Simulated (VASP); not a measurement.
# TiCo: equation of state with LDA

TiCo:

```
Co Ti
1.0
     2.90025    0.00000    0.00000
     0.00000    2.90025    0.00000
     0.00000    0.00000    2.90025
Co Ti
1 1
Direct
  0.50000 0.50000 0.50000
  0.00000 0.00000 0.00000
```

The cell comes from a database or a generator and needn't be the stable form of this composition.

| Item | Value |
| --- | --- |
| Program | VASP 6.6.1 |
| Task | equation of state |
| Functional | LDA |
| Potentials or basis | VASP PAW LDA potentials, release 64 (Co, Ti_sv) |
| Cutoff | 520 eV |
| k mesh | 8 × 8 × 8 |
| Occupations | fermi-dirac, width 0.05 eV |
| Spin | collinear spin, ferromagnetic start |
| Starting moments | [2.0, 1.0] μB |
| Ladder | gaps |
| Further INCAR settings | ALGO = Normal; EDIFF = 1e-07 |

| Property | Result |
| --- | --- |
| Equilibrium volume | 12.20 Å³/atom |
| Bulk modulus | 209 GPa |
| Pressure derivative of the bulk modulus | 4.1 (rough: it moves with the points fitted) |

Energy against volume, from the lowest point:
```tsv
volume (Å³/atom)	energy (meV/atom)
11.710	13.75
11.954	3.35
12.198	0.00
12.442	3.03
12.686	11.82
```

All runs of the series together: 53 s on 1 thread of Intel(R) Xeon(R) 6975P-C (Granite Rapids) (shared host).
